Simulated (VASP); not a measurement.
## HfC: band structure with PBE

The system is HfC.

```
Hf C
1.0
     0.00000    2.32500    2.32500
     2.32500    0.00000    2.32500
     2.32500    2.32500    0.00000
Hf C
1 1
Direct
  0.50000 0.50000 0.50000
  0.00000 0.00000 0.00000
```

```json
{
  "Program": "VASP 6.6.1",
  "Task": "band structure",
  "Functional": "PBE",
  "Potentials or basis": "VASP PAW PBE potentials, release 64 (Hf_pv, C)",
  "Cutoff": "520 eV",
  "k mesh": "7 × 7 × 7",
  "Occupations": "fermi-dirac, width 0.05 eV",
  "Spin": "spin-orbit coupling, no magnetisation",
  "Further INCAR settings": "ALGO = Fast; EDIFF = 1e-06"
}
```

* Pressure: -0.6 GPa
* Valence electrons inside the program's atomic spheres: Hf 8.65; C 2.39

Run time: 110 s on 1 thread of Intel(R) Xeon(R) Platinum 8375C CPU @ 2.90GHz (Ice Lake), with other jobs on the host, peak memory 0.21 GiB.
